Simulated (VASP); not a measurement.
Wanted: the native input for a VASP 6.6.1 run.

- Task: relaxation of cell and atoms
- Functional: LDA
- Potentials or basis: VASP PAW LDA potentials, release 64 (W_sv)
- Cutoff: 600 eV
- k mesh: 18 × 18 × 18
- Occupations: methfessel-paxton, width 0.1 eV
- Spin: no spin polarisation
- Further INCAR settings: ALGO = Normal; EDIFF = 1e-06; IBRION = 2; EDIFFG = -0.005; NSW = 40; ISIF = 3

The structure of W lies in POSCAR:

```
W
1.0
   -1.5750000000      1.5750000000      1.5750000000
    1.5750000000     -1.5750000000      1.5750000000
    1.5750000000      1.5750000000     -1.5750000000
W
1
Direct
    0.0000000000      0.0000000000      0.0000000000
```

The cell was built by a generator and needn't be a form met in nature.

One way to write it, as run:

INCAR

```
ALGO     = Normal         # electronic algorithm
EDIFF    = 1E-6           # SCF threshold, eV
EDIFFG   = -0.005         # ionic threshold
ENCUT    = 600            # plane-wave cutoff, eV
IBRION   = 2              # ionic algorithm
ISIF     = 3              # what is computed and relaxed
ISMEAR   = 1              # smearing method
LASPH    = True           # aspherical terms in the spheres
LCHARG   = False          # write CHGCAR
LREAL    = False          # projectors in reciprocal space
LWAVE    = False          # write WAVECAR
NELM     = 120            # most SCF steps
NSW      = 40             # ionic steps
PREC     = Accurate       # precision mode
SIGMA    = 0.1            # smearing width, eV
```

KPOINTS

```
k-points
0
Gamma
  18 18 18
```

Potentials or basis: VASP PAW LDA potentials, release 64 (W_sv).

The run is started by

```sh
$ cat potpaw_LDA.64/W_sv/POTCAR > POTCAR
$ mpirun -np 1 vasp_std > vasp.out
```

It gave:

The relaxed volume is 15.51 Å³/atom, the relaxed cell is a = 2.721 Å, b = 2.721 Å, c = 2.721 Å, α = 109.47°, β = 109.47°, γ = 109.47° and the space group after relaxing (to 0.05 Å) is Im-3m (No. 229). The energy gained by relaxing is 0.9 meV/atom. The ionic steps are 3. The pressure after relaxing is 0.0 GPa and the band gap on the k mesh is none (metal or under the smearing width).

It took 28 s on 1 thread of Intel(R) Xeon(R) 6975P-C (Granite Rapids), on a shared host, peak memory 0.17 GiB.
